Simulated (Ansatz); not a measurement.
Runs of Ansatz 0.2.0 on ZrSe2. Symmetry: P-3m1, No. 164, trigonal system. The conventional cell has a = 3.798 Å, b = 3.798 Å, c = 6.192 Å, α = 90.00°, β = 90.00°, γ = 120.00°. Around Zr (site symmetry -3m) lie 6 Se at 2.68 Å. Se (site symmetry 3m) has 3 Zr at 2.68 Å as nearest neighbours. 

```tsv
task	level	cell	k mesh	cutoff (eV)	points for each segment of the path	mesh quality	gap on the mesh (eV)	pressure (GPa)	relaxed volume (Å³/atom)	largest force (eV/Å)
band structure	r2SCAN0	as given	4 × 4 × 3	500	4	coarse	1.97	1.0	-	0.02
band structure	r2SCAN	as given	8 × 8 × 5	500	14	not flagged	0.71	1.4	-	0.15
band structure	LDA	as given	8 × 8 × 5	420	14	not flagged	0.33	-3.2	-	0.08
relaxation of cell and atoms	LDA	relaxed	8 × 8 × 5	420	-	not flagged	-	0.0	(c)	-
relaxation of cell and atoms	BLYP	relaxed	8 × 8 × 5	420	-	not flagged	0.74	0.0	(d)	-
band structure	B3LYP	as given	4 × 4 × 3	420	4	coarse	1.52	(a)	-	0.21
band structure	HSE03	as given	4 × 4 × 3	420	4	coarse	0.92	1.2	-	0.05
band structure	r2SCAN50	as given	4 × 4 × 3	500	4	coarse	3.31	(b)	-	0.14
```

Alike in all rows: potentials or basis Ansatz PAW; no spin polarisation; smearing fermi-dirac 0.05 eV.

Fill in the values left out.

(a) 4.4; (b) 0.2; (c) 23.44; (d) 41.21.

Caveats: some runs use coarse meshes; the PAW data sets come from PBE, with cores solved anew for the run's functional, which leaves a small shift of forces and pressure; the k mesh misses the band edges, so the gap on the mesh is wider than the one along the path (some runs); the thresholds are loose for stress (some runs); the plane-wave basis is chosen anew once the cell has moved, so the energies of steps on either side of that aren't comparable (some runs); the volume moved by over 15 % at a fixed basis, so the end points are rough (some runs); odd divisions of the mesh miss points on the zone boundary, where band edges often lie, so the gap on the mesh can be too wide (some runs); this functional lacks dispersion, which binds the layers, so the pressure and a relaxed spacing across them are unreliable, and here the layers came unbound (some runs).

A k mesh can miss the band edges, and the runs leave out spin-orbit coupling on Se, Zr.

Runs at the PBE level aren't shown here.
